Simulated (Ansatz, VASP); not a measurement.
## MgI2 in VASP and in Ansatz

```
Mg I
1.0
     4.16750    0.00000    0.00000
    -2.08375    3.60916    0.00000
     0.00000    0.00000    6.88480
Mg I
1 2
Cartesian
  0.0000 0.0000 0.0000
  0.0000 2.4061 5.2161
  2.0837 1.2031 1.6687
```

Change from the starting cell: volume scaled by 1.01.

Alike in both runs: task single point; functional PBEsol; k mesh 7 × 7 × 4; occupations fermi-dirac, width 0.03 eV; no spin polarisation.

|  | VASP | Ansatz |
| --- | --- | --- |
| version | VASP 6.6.1 | Ansatz 0.2.0 |
| potentials or method | VASP PAW PBE potentials, release 64 (Mg, I), cutoff 520 eV | all-electron LAPW, scalar-relativistic |

Ansatz gave:

- gap on the k mesh at the Fermi level (eV): 3.47
- pressure (GPa): -0.5
- largest component of the traceless stress (GPa): 0.27
- rms of the force components (eV/Å): 0.039

Q: What did VASP give for the same quantities?

A: gap on the k mesh at the Fermi level (eV): 3.46; pressure (GPa): -0.5; largest component of the traceless stress (GPa): 0.27; rms of the force components (eV/Å): 0.040.

Atom by atom the forces differ by 0.002 eV/Å (rms over components). Ansatz ran all-electron here, so the differences hold the error of VASP's frozen core and of both bases.

Caveats: the PAW data sets were made with another functional, which shifts forces and pressure a little (VASP); spin-orbit coupling is left out, which moves the levels of the heavy elements; an odd mesh through Γ misses points on the zone boundary, where band edges often lie; this functional lacks dispersion, which binds the layers, so the pressure and a relaxed spacing across them are unreliable.
